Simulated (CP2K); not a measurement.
Runs of CP2K 2026.2 on Si2W. Symmetry: I4/mmm, No. 139, tetragonal system. The conventional cell has a = 3.214 Å, b = 3.214 Å, c = 7.830 Å, α = 90.00°, β = 90.00°, γ = 90.00°. W (site symmetry 4/mmm) is surrounded by 10 Si at 2.62 Å. Around Si (site symmetry 4mm) lie 5 Si at 2.59 to 2.63 Å and 5 W at 2.62 Å. 

| level | potentials or basis | smearing | NGRIDS | points a segment of the path (NPOINTS) | bands added on the path | CUTOFF of the grids | gap on the mesh (eV) | pressure (GPa) | largest force (eV/Å) |
| --- | --- | --- | --- | --- | --- | --- | --- | --- | --- |
| LDA | GTH_POTENTIALS W GTH-PADE-q14, Si GTH-PADE-q4; TZVP-MOLOPT-PBE-GTH basis | fermi-dirac 0.0259 eV | 4 | 6 | 2 | 450 Ry | none | -33.7 | 0.06 |
| r2SCAN | POTENTIAL_UZH W GTH-SCAN-q14, Si GTH-SCAN-q4; TZVP-MOLOPT-SCAN-GTH basis | fermi-dirac 0.0259 eV | 4 | 10 | 4 | 675 Ry | none | -2.9 | 0.08 |
| TB-mBJ | POTENTIAL_UZH W GTH-PBE-q14, Si GTH-PBE-q4; TZVP-MOLOPT-PBE-GTH basis | fermi-dirac 0.0259 eV | 5 | 6 | 6 | 675 Ry | none | - | - |
| PBEsol | POTENTIAL_UZH W GTH-PBE-q14, Si GTH-PBE-q4; TZVP-MOLOPT-PBE-GTH basis | fermi-dirac 0.1 eV | 4 | 8 | 2 | 450 Ry | none | -0.3 | (a) |

Alike in all rows: task band structure; no spin polarisation; cell as given; k mesh 12 × 12 × 12.

Problem. Estimate the missing entries.

Solution. (a) 0.03.

Caveats: spin-orbit coupling is left out, which moves the levels of the heavy elements; the basis of atomic orbitals isn't converged, which shifts pressures, moduli and gaps; the potentials were made for another functional, which shifts forces and pressure (some runs); a pressure of tens of GPa on the cell as given is suspect, and the run, the potentials or the cell itself is likely at fault (some runs); this is a model potential without an energy functional, so only levels have meaning (some runs).

A k mesh can miss the band edges, and the runs leave out spin-orbit coupling on W.

A gap of «none» marks a metal or a gap under the smearing width.

Runs at the PBE level aren't shown here.
